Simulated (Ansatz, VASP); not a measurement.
# Cross-check of TaAgS3 between VASP and Ansatz, part 2 of 2

Wanted: the spread between two codes on one cell, functional and k mesh. The cell is generated by rule, not measured, and may not be a known phase. The cell is taken from a series of runs on this material, whose earlier steps may have relaxed, scaled, displaced or heated it; both programs get it as it stands.

VASP 6.6.1 and Ansatz 0.2.0.

So far: The starting structure; Ansatz: relaxation of cell and atoms, PBE.

## (3) VASP: relaxation of cell and atoms, PBE

Level of this step: PBE; plane waves and PAW (Ag, Ta_pv, S); invented cell (VASP).

The same cell, functional, mesh and smearing now go to VASP, with its own data sets.

Lines of VASP's logs that name or quote its potential files are left out, and so is its time.

INCAR

```
SYSTEM = TaAgS3
PREC = Accurate
ENCUT = 500
EDIFF = 1E-07
NELM = 120
ISMEAR = 1
SIGMA = 0.2
LREAL = .FALSE.
ALGO = Normal
GGA = PE
NBANDS = 50
LASPH = .TRUE.
LORBIT = 11
LWAVE = .FALSE.
LCHARG = .FALSE.
ISIF = 3
IBRION = 2
NSW = 80
EDIFFG = -0.005
GGA_COMPAT = .FALSE.
NELMIN = 4
KPAR = 2
```

POSCAR

```
TaAgS3
1.0
    4.8116310000      4.8116310000      0.0000000000
    4.8116310000      0.0000000000      4.8116310000
    4.8116310000      0.0000000000     -4.8116310000
Ag Ta S
2 2 6
Direct
    0.0000000000      0.5000000000      0.5000000000
    0.0000000000      0.0000000000      0.0000000000
    0.4999998961      0.2500000520      0.7499999480
    0.4999998961      0.7499999480      0.2500000520
    0.4999998961      0.0020782974      0.9979217026
    0.4999998961      0.4979217026      0.5020782974
    0.0083131894      0.9958434053      0.4958433014
    0.9916868106      0.5041565947      0.0041564908
    0.4999998961      0.4979217026      0.9979215987
    0.4999998961      0.0020784013      0.5020782974
```

KPOINTS

```
Automatic mesh
0
Gamma
8 8 8
0 0 0
```

PAW data sets: Ag, Ta_pv and S (PBE family, release 64).

Launch:

```
$ mpirun -np 2 vasp_std
```

Numbers of over 12 decimals in the logs are rounded to 6 here.

What it wrote:

```text
[banner, memory and clock lines left out]
running    2 mpi-ranks, on    1 nodes
 distrk:  each k-point on    1 cores,    2 groups
 distr:  one band on    1 cores,    1 groups

 POSCAR found type information on POSCAR AgTaS
 POSCAR found :  3 types and      10 ions
 LDA part: xc-table for (Slater+PW92), standard interpolation
 POSCAR, INCAR and KPOINTS ok, starting setup
 FFT: planning ... GRIDC
 FFT: planning ... GRID_SOFT
 FFT: planning ... GRID
 WAVECAR not read
 entering main loop
       N       E                     dE             d eps       ncg     rms          rms(c)
DAV:   1     0.567452962133E+03    0.56745E+03   -0.37706E+04  6324   0.141E+03
DAV:   2    -0.205397948145E+02   -0.58799E+03   -0.56296E+03  6906   0.329E+02
DAV:   3    -0.614223746059E+02   -0.40883E+02   -0.39754E+02  7204   0.803E+01
DAV:   4    -0.625188325311E+02   -0.10965E+01   -0.10882E+01  6928   0.141E+01
DAV:   5    -0.625505788508E+02   -0.31746E-01   -0.31668E-01  7114   0.235E+00    0.275E+01
DAV:   6    -0.566673430388E+02    0.58832E+01   -0.18117E+01  7288   0.219E+01    0.144E+01
DAV:   7    -0.563220662244E+02    0.34528E+00   -0.21025E+00  6400   0.704E+00    0.903E+00
DAV:   8    -0.561876746436E+02    0.13439E+00   -0.56318E-01  7006   0.414E+00    0.100E+00
DAV:   9    -0.561689473451E+02    0.18727E-01   -0.89218E-02  6654   0.154E+00    0.470E-01
DAV:  10    -0.561685902037E+02    0.35714E-03   -0.62252E-03  6648   0.361E-01    0.307E-01
DAV:  11    -0.561687744546E+02   -0.18425E-03   -0.11302E-03  6828   0.164E-01    0.124E-01
DAV:  12    -0.561688256146E+02   -0.51160E-04   -0.32381E-04  6880   0.107E-01    0.482E-02
DAV:  13    -0.561688254946E+02    0.11994E-06   -0.53361E-05  6620   0.492E-02    0.200E-02
DAV:  14    -0.561688272413E+02   -0.17467E-05   -0.30525E-05  6948   0.250E-02    0.117E-02
DAV:  15    -0.561688260115E+02    0.12298E-05   -0.29618E-06  6642   0.933E-03    0.523E-03
DAV:  16    -0.561688257265E+02    0.28501E-06   -0.68574E-07  7156   0.335E-03    0.967E-04
DAV:  17    -0.561688255422E+02    0.18427E-06   -0.57095E-08  3282   0.122E-03    0.671E-04
DAV:  18    -0.561688255211E+02    0.21158E-07   -0.14503E-08  3182   0.623E-04
   1 F= -.56168826E+02 E0= -.56170810E+02  d E =-.561688E+02
[...]
2 F= -.56168874E+02 E0= -.56170957E+02  d E =-.489089E-04
[...]
3 F= -.56168888E+02 E0= -.56171038E+02  d E =-.620769E-04
[...]
4 F= -.56168888E+02 E0= -.56171053E+02  d E =-.626488E-04
 curvature:  -0.93 expect dE=-0.224E-04 dE for cont linesearch -0.122E-06
 trial: gam= 0.31987 g(F)=  0.142E-04 g(S)=  0.994E-05 ort = 0.294E-05 (trialstep = 0.117E+01)
 search vector abs. value=  0.327E-04
 bond charge predicted
       N       E                     dE             d eps       ncg     rms          rms(c)
DAV:   1    -0.561689646983E+02   -0.76494E-04   -0.35031E-03  5982   0.293E-01    0.724E-02
DAV:   2    -0.561689181623E+02    0.46536E-04   -0.26782E-04  6362   0.102E-01    0.276E-02
DAV:   3    -0.561689094302E+02    0.87321E-05   -0.22946E-05  6558   0.270E-02    0.146E-02
DAV:   4    -0.561689067634E+02    0.26668E-05   -0.47063E-06  6672   0.141E-02    0.778E-03
DAV:   5    -0.561689056293E+02    0.11341E-05   -0.14702E-06  6590   0.704E-03    0.473E-03
DAV:   6    -0.561689049856E+02    0.64371E-06   -0.16996E-07  4052   0.299E-03    0.251E-03
DAV:   7    -0.561689044255E+02    0.56015E-06   -0.53161E-08  3164   0.142E-03    0.452E-04
DAV:   8    -0.561689044115E+02    0.13967E-07   -0.12737E-08  3082   0.804E-04
   5 F= -.56168904E+02 E0= -.56171174E+02  d E =-.162416E-04
 trial-energy change:   -0.000016  1 .order   -0.000017   -0.000029   -0.000005
 step:   1.4517(harm=  1.3902)  dis= 0.00111  next Energy=   -56.168905 (dE=-0.168E-04)
 reached required accuracy - stopping structural energy minimisation
```

From OUTCAR (step 3):

```text
ion  position               nearest neighbor table
   1  0.000  0.500  0.500-
   2  0.000  0.000  0.000-
   3  0.500  0.250  0.750-   6 2.39   9 2.39  10 2.39   5 2.39   8 2.45   7 2.45
   4  0.500  0.750  0.250-   7 2.37   8 2.37   6 2.43   9 2.43  10 2.43   5 2.43
   5  0.500  0.002  0.998-   3 2.39   4 2.43
   6  0.500  0.498  0.502-   3 2.39   4 2.43
   7  0.008  0.996  0.496-   4 2.37   3 2.45
   8  0.992  0.504  0.004-   4 2.37   3 2.45
   9  0.500  0.498  0.998-   3 2.39   4 2.43
  10  0.500  0.002  0.502-   3 2.39   4 2.43

  LATTYP: Found a face centered cubic cell.
 ALAT       =     9.6232620000

 Subroutine GETGRP returns: Found 16 space group operations
 (whereof  8 operations were pure point group operations)

The static configuration has the point symmetry D_2d.
 The point group associated with its full space group is D_4h.

 Found     59 irreducible k-points:

   k-points           NKPTS =     59   k-points in BZ     NKDIM =     59   number of bands    NBANDS=     50

   dimension x,y,z NGX =    50 NGY =   50 NGZ =   50
   dimension x,y,z NGXF=   100 NGYF=  100 NGZF=  100

   ENCUT  =  500.0 eV  36.75 Ry    6.06 a.u.  12.41 12.41 12.41*2*pi/ulx,y,z

   NELECT =      80.0000    total number of electrons

 k-points in reciprocal lattice and weights: Automatic mesh
   0.00000000  0.00000000  0.00000000       0.002
   0.12500000  0.00000000  0.00000000       0.004
   0.12500000  0.12500000  0.12500000       0.008
   0.25000000  0.00000000  0.00000000       0.004
   0.25000000  0.25000000  0.25000000       0.008
   0.37500000  0.00000000  0.00000000       0.004
   0.37500000  0.37500000  0.37500000       0.008
   0.50000000  0.00000000  0.00000000       0.002
   0.50000000  0.50000000  0.50000000       0.004
[...]
-0.25000000  0.25000000  0.25000000       0.008
   0.25000000  0.50000000  0.50000000       0.004

 average (electrostatic) potential at core
       1 -74.0162       2 -74.0162       3 -39.9343       4 -39.9351       5 -87.1790
       6 -87.1790       7 -87.1780       8 -87.1780       9 -87.1790      10 -87.1790

 E-fermi :   3.9980

 k-point     1 :       0.0000    0.0000    0.0000
  band No.  band energies     occupation
    ...
     36       3.2556      2.00000
     37       3.2556      2.00000
     38       3.4859      2.00176
     39       3.4859      2.00176
     40       3.5352      2.00510
     41       4.0722      0.41770
     42       4.1192      0.15490
     43       4.1192      0.15489
     44       4.1662      0.00048
     45       4.1665     -0.00029
    ...

 k-point     2 :       0.1250    0.0000    0.0000
  band No.  band energies     occupation
    ...
     36       3.1002      2.00000
     37       3.1002      2.00000
     38       3.5327      2.00485
     39       3.8439      1.96420
     40       3.8439      1.96419
     41       4.0820      0.35419
     42       4.2957     -0.05632
     43       4.2957     -0.05632
     44       4.3453     -0.03399
     45       4.5048     -0.00199
    ...

 k-point     3 :       0.1250    0.1250    0.1250
  band No.  band energies     occupation
    ...
     36       3.0990      2.00000
     37       3.0991      2.00000
     38       3.4846      2.00171
     39       3.8501      1.94604
     40       3.8959      1.75172
     41       4.1282      0.11703
     42       4.2452     -0.07088
     43       4.2948     -0.05671
     44       4.3456     -0.03388
     45       4.5059     -0.00194
    ...

  Total       -0.0030564     -0.0360765     -0.0030564     -0.0000000      0.0000000      0.0000000
  in kB       -0.0219751     -0.2593884     -0.0219751     -0.0000000      0.0000000      0.0000000
  external PRESSURE =      -0.1011129 kB  Pullay stress =       0.0000000 kB

  energy-cutoff  :      500.00
  volume of cell :      222.84
      direct lattice vectors                 reciprocal lattice vectors
     4.810199933  4.815353401 -0.000000000    -0.000000000  0.207669078  0.000000000
     4.810199933  0.000000000  4.810199933     0.103945783 -0.103834539  0.103945783
     4.810199933  0.000000000 -4.810199933     0.103945783 -0.103834539 -0.103945783

 POSITION                                       TOTAL-FORCE (eV/Angst)
 -----------------------------------------------------------------------------------
      4.81020      0.00000      0.00000         0.000000      0.000000      0.000000
      0.00000      0.00000     -0.00000         0.000000      0.000000      0.000000
      7.21530      2.40768     -2.40510         0.000000     -0.000000      0.000000
      7.21530      2.40768      2.40510         0.000000      0.000000      0.000000
      7.21530      2.40768     -4.78939         0.000000     -0.000000      0.004884
      7.21530      2.40768     -0.02081         0.000000      0.000000     -0.004884
      7.21530      0.04200      2.40510         0.000000      0.004145     -0.000000
      7.21530      4.77336      2.40510        -0.000000     -0.004145      0.000000
      9.59959      2.40768     -2.40510        -0.004884     -0.000000      0.000000
      4.83101      2.40768     -2.40510         0.004884      0.000000      0.000000
 -----------------------------------------------------------------------------------
    total drift:                                0.001896      0.001636     -0.001271

  FREE ENERGIE OF THE ION-ELECTRON SYSTEM (eV)
  ---------------------------------------------------
  free  energy   TOTEN  =       -56.1689044115 eV

  energy  without entropy=      -56.1757131001  energy(sigma->0) =      -56.17117397

 reached required accuracy - stopping structural energy minimisation

 total charge
# of ion       s       p       d       tot
------------------------------------------
    1        0.121   0.057   9.378   9.556
    2        0.121   0.057   9.378   9.556
    3        0.310   6.221   2.209   8.740
    4        0.310   6.221   2.209   8.740
    5        1.341   2.408   0.000   3.749
    6        1.341   2.408   0.000   3.749
    7        1.341   2.408   0.000   3.749
    8        1.341   2.408   0.000   3.749
    9        1.341   2.408   0.000   3.749
   10        1.341   2.408   0.000   3.749
--------------------------------------------------
tot          8.906  27.006  23.173  59.085

[... 3 further parts left out ...]
```

## (4) Comparison

Known differences besides the potentials themselves: the data sets hold 100 valence electrons in Ansatz (on its default PAW (the set named soft_2) files) and 80 in VASP; the cutoff is 420 eV in Ansatz and 500 eV in VASP; Ansatz adds a Pulay correction to the stress that steers its cell, VASP none. Total energies have different zeros and are not compared.

Both answers:

```
                                         quantity  Ansatz    VASP  difference
                                      volume (Å³)  222.89  222.84     +0.02 %
edge a after relaxation, in the typed setting (Å)   6.807   6.806     +0.00 %
edge b after relaxation, in the typed setting (Å)   6.803   6.803     +0.01 %
```

## (5) Outcome

```json
{"difference in volume (relaxation of cell and atoms, PBE)": "0.022 %"}
```

**Reading.** The difference in volume is 0.022 % (relaxation of cell and atoms, PBE), within the 1.2 % picked in this series as the mark of a large difference, as far as the stopping tolerances let one tell. The data sets hold unlike numbers of valence electrons (100 in Ansatz and 80 in VASP), so part of the differences comes from the potentials. Such differences can come from data sets, numerical settings and the points named under the comparisons, not from the functional's error against experiment.

[Lines on the potential files, build, host, timing and source positions are cut from VASP's logs without a mark.]

[Logs are printed without paths, hosts, clocks, repeated set-up lines and the standing remarks that a program may print on its own settings, such as how far it seeks lower states.]

[Hosts, paths, dates, database ids (printed as entryN), source tags and the programs' standing remarks are cut or masked in the printed files.]
